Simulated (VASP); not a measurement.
**ZnS (zincblende), r²SCAN relaxation of cell and atoms: Ansatz's output and VASP's**

Start cell

```
Zn S
1.0
     0.00000    2.72176    2.72176
     2.72176    0.00000    2.72176
     2.72176    2.72176    0.00000
Zn S
1 1
Direct
  0.00000 0.00000 0.00000
  0.25000 0.25000 0.25000
```

Ansatz printed

```
basis re-selected at this cell: Δ(F+E_penalty+E_count) = +2.603e-4 eV, ΔP = -0.007 GPa vs the last step (what re-selecting the basis moved, of the pressure what is left beyond the Pulay correction that the steps carried, after the strain that the cell walked since its last selection, with what the two solves' SCF thresholds leave and, on support functions, any second-order correction that the steps lacked; it is no measure of the basis error at this ecutwfc). This SCF's stress stands 4.13e-2 GPa from its target on what of the cell is left free (relax.cell.stress_tol is 5.00e-2 GPa) and its largest allowed force component is 1.30e-16 eV/Å (relax.f_tol is 5.00e-3 eV/Å): within both
SCF converged after 5 iterations
Free energy (F): -4233.450259 eV
Harris-Foulkes:  -4233.450259 eV  (|F-HF|=5.46e-12)
Internal energy: -4233.450259 eV  (E = F + TS)
E sigma→0 (E₀):  -4233.450259 eV
Fermi energy:    6.988147 eV
--- Per-component energies (eV) ---
  E_band       = -1.018965
  E_kinetic    = 237.574088
  E_local      = -2040.826575  (includes V_loc(G=0)·N_el)
  E_nonlocal   = 646.583763
  E_hartree    = 856.265231
  E_xc         = -215.810010
  E_vxc        = -148.259798  (∫ρ·V_xc dr)
  E_paw        = -2459.883065  (= ΣΔE_a)
  E_vpaw       = -415.957460  (= ΣTr[D̂ρ^β])
  E_aug_tail   = -0.000074  (compensation charges beyond the density's cutoff)
  E_vtau       = 7.336550  (kinetic-family band-sum trace: ∫τ·v_τ [+ j·A + Jᵃ·Aᵃ] dr)
  E_ewald      = -1257.061232
  E_core_change = -0.292385  (= ΣΔE_core)
  E_smearing   = -0.000000  (= −TS)
  E_closure    = 0.000000  (closes the sum)
  Σ components = -4233.450259   (vs F -4233.450259, Δ=0.00e0)
--- Forces (eV/Å), atoms counted from 1 ---
  atom   1  Zn     0.00000000    -0.00000000    -0.00000000
  atom   2  S     -0.00000000     0.00000000     0.00000000
  max |Σ_I F_I| component: 3.70e-17 eV/Å
--- Stress (GPa, compression-positive) ---
        0.041304      -0.000000      -0.000000
       -0.000000       0.041304       0.000000
       -0.000000       0.000000       0.041304
  P = ⅓ Tr σ = 0.0413 GPa (0.413 kbar)
--- Relaxed structure (3 steps of the walk, 3 accepted, 1 SCFs on fresh bases) ---
  F+E_penalty+E_count = -4233.45025934 eV   max|allowed force component| = 1.295e-16 eV/Å   (the final SCF, on the basis selected at the relaxed cell)
  cell:  # Å, volume = 39.1079 Å³
    - [2.49036308107772e-33, 2.6940858295611427, 2.6940858295611427]
    - [2.6940858295611427, 2.286548199761896e-33, 2.6940858295611427]
    - [2.6940858295611427, 2.6940858295611427, -4.076297626316472e-34]
  atoms:
    - { symbol: Zn, position: [-2.9925779902986475e-34, 2.019621599364112e-34, 3.169479152286745e-34] }
    - { symbol: S, position: [0.25, 0.25, 0.25] }
```

Datasets and cutoffs are each program's own. VASP's cell holds 18 valence electrons and Ansatz's 18.

**Question.** What does VASP give for the same cell and level of theory?

**Answer.** relaxed cell vector lengths 3.811, 3.811, 3.811 Å; relaxed cell volume 39.14 Å³.

From OUTCAR

```
k-points           NKPTS =     29   k-points in BZ     NKDIM =     29   number of bands    NBANDS=     16

   NELECT =      18.0000    total number of electrons

   dimension x,y,z NGX =    32 NGY =   32 NGZ =   32
   dimension x,y,z NGXF=    64 NGYF=   64 NGZF=   64

  energy-cutoff  :      600.00
  volume of cell :       39.14
      direct lattice vectors                 reciprocal lattice vectors
     0.000000000  2.694808051  2.694808051    -0.185541972  0.185541972  0.185541972
     2.694808051  0.000000000  2.694808051     0.185541972 -0.185541972  0.185541972
     2.694808051  2.694808051  0.000000000     0.185541972  0.185541972 -0.185541972

 k-points in reciprocal lattice and weights: KPOINTS created by Atomic Simulation Env
   0.00000000  0.00000000  0.00000000       0.002
   0.12500000  0.00000000  0.00000000       0.016
   0.25000000  0.00000000  0.00000000       0.016
   0.37500000  0.00000000  0.00000000       0.016
   0.50000000  0.00000000  0.00000000       0.008
   0.12500000  0.12500000  0.00000000       0.012
   0.25000000  0.12500000  0.00000000       0.047
   0.37500000  0.12500000  0.00000000       0.047
   ...

 E-fermi :   2.2908

 k-point     1 :       0.0000    0.0000    0.0000
  band No.  band energies     occupation
      1     -11.8268      2.00000
      2      -4.6268      2.00000
      3      -4.6267      2.00000
      4      -4.6267      2.00000
      5      -4.0701      2.00000
      6      -4.0701      2.00000
      7       1.9058      2.00000
      8       1.9058      2.00000
      9       1.9058      2.00000
     10       4.6186      0.00000
     11       8.8025      0.00000
     12       8.8026      0.00000
     13       8.8026      0.00000
     14      14.2188      0.00000
     15      14.2188      0.00000
     16      14.4946      0.00000

 k-point     2 :       0.1250    0.0000    0.0000
  band No.  band energies     occupation
      1     -11.7057      2.00000
      2      -4.6236      2.00000
      3      -4.6042      2.00000
      4      -4.6042      2.00000
      5      -4.0717      2.00000
      6      -4.0717      2.00000
      7       0.8141      2.00000
      8       1.7536      2.00000
      9       1.7537      2.00000
     10       5.4085      0.00000
     11       8.7069      0.00000
     12       9.0676      0.00000
     13       9.0677      0.00000
     14      13.6051      0.00000
     15      13.6051      0.00000
     16      15.2944      0.00000

 k-point     3 :       0.2500    0.0000    0.0000
  band No.  band energies     occupation
      1     -11.3897      2.00000
      2      -4.5699      2.00000
      3      -4.5542      2.00000
      4      -4.5541      2.00000
      5      -4.0686      2.00000
      6      -4.0685      2.00000
      7      -0.9631      2.00000
      8       1.4207      2.00000
      9       1.4208      2.00000
     10       5.9405      0.00000
     11       9.3939      0.00000
     12       9.4391      0.00000
     13       9.4392      0.00000
     14      13.4151      0.00000
     15      13.4151      0.00000
     16      14.7237      0.00000

 k-point     4 :       0.3750    0.0000    0.0000
  band No.  band energies     occupation
      1     -11.0312      2.00000
      2      -4.5132      2.00000
      3      -4.5131      2.00000
      4      -4.3382      2.00000
      5      -4.0520      2.00000
      6      -4.0519      2.00000
      7      -2.5545      2.00000
      8       1.1226      2.00000
      9       1.1226      2.00000
     10       5.8278      0.00000
     11       9.3932      0.00000
     12       9.3932      0.00000
     13      10.7647      0.00000
     14      14.3967      0.00000
     15      14.6069      0.00000
     16      14.6069      0.00000

 k-point     5 :       0.5000    0.0000    0.0000
  band No.  band energies     occupation
      1     -10.8667      2.00000
      2      -4.4997      2.00000
      3      -4.4996      2.00000
      4      -4.0402      2.00000
      5      -4.0401      2.00000
      6      -3.8701      2.00000
      7      -3.5432      2.00000
      8       1.0064      2.00000
      9       1.0065      2.00000
     10       5.7387      0.00000
     11       9.2949      0.00000
     12       9.2950      0.00000
     13      11.3543      0.00000
     14      14.8088      0.00000
     15      15.9881      0.00000
     16      15.9882      0.00000

 k-point     6 :       0.1250    0.1250    0.0000
  band No.  band energies     occupation
      1     -11.6653      2.00000
      2      -4.6450      2.00000
      3      -4.5850      2.00000
      4      -4.5850      2.00000
      5      -4.0871      2.00000
      6      -4.0584      2.00000
      7       0.8814      2.00000
      8       1.4838      2.00000
      9       1.4838      2.00000
     10       5.7633      0.00000
     11       8.0600      0.00000
     12       9.4641      0.00000
     13       9.4642      0.00000
     14      12.4785      0.00000
     15      14.4308      0.00000
     16      15.8425      0.00000

 ...

  Total       -0.0010260     -0.0010260     -0.0010260      0.0000000      0.0000000      0.0000000
  in kB       -0.0419979     -0.0419979     -0.0419979      0.0000000      0.0000000      0.0000000
  external PRESSURE =      -0.0419979 kB  Pullay stress =       0.0000000 kB

 POSITION                                       TOTAL-FORCE (eV/Angst)
 -----------------------------------------------------------------------------------
      0.00000      0.00000      0.00000         0.000000      0.000000      0.000000
      1.34740      1.34740      1.34740        -0.000000     -0.000000     -0.000000
 -----------------------------------------------------------------------------------
    total drift:                                0.000026      0.000026      0.000026

  FREE ENERGIE OF THE ION-ELECTRON SYSTEM (eV)
  ---------------------------------------------------
  free  energy   TOTEN  =       -18.8683601366 eV

  energy  without entropy=      -18.8683601366  energy(sigma->0) =      -18.86836014
```
